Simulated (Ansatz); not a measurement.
BaF2 (fluorite)

```xyz
3
Lattice="0.0000 3.1231 3.1231 3.1231 0.0000 3.1231 3.1231 3.1231 0.0000" Properties=species:S:1:pos:R:3 pbc="T T T"
Ba     0.0000     0.0000     0.0000
F      1.5616     1.5616     1.5616
F      4.6847     4.6847     4.6847
```

The numbers are results of PBE (plane waves to 420 eV, PAW, scalar-relativistic; Ansatz, a quantum-chemistry and plane-wave program), not measurements. DFPT wavenumbers on a 8×8×8 k mesh, in cm⁻¹; i marks imaginary ones, q is in fractions of the reciprocal vectors of the cell shown, and the three acoustic modes at Γ are left out. The non-analytic (LO-TO) term is not included, so polar modes at Γ have their transverse values. The program warned that its band solver left a few bands short of their tolerance. BaF2 was relaxed with its symmetry unable to fall.

Is the structure dynamically stable at Γ, L = (0.5, 0.0, 0.0), X = (0.5, 0.5, 0.0)?

No imaginary mode at these points (lowest 65 cm⁻¹ at L = (0.5, 0.0, 0.0)); other wave vectors were not tested.

List the wavenumbers at Γ, L = (0.5, 0.0, 0.0), X = (0.5, 0.5, 0.0), with degeneracies.


```tsv
q	wavenumbers (cm⁻¹)
Γ	164 (×3), 230 (×3)
L = (0.5, 0.0, 0.0)	65 (×2), 134, 183 (×2), 206 (×2), 214, 274
X = (0.5, 0.5, 0.0)	87 (×2), 126, 149, 158 (×2), 219 (×2), 306
```
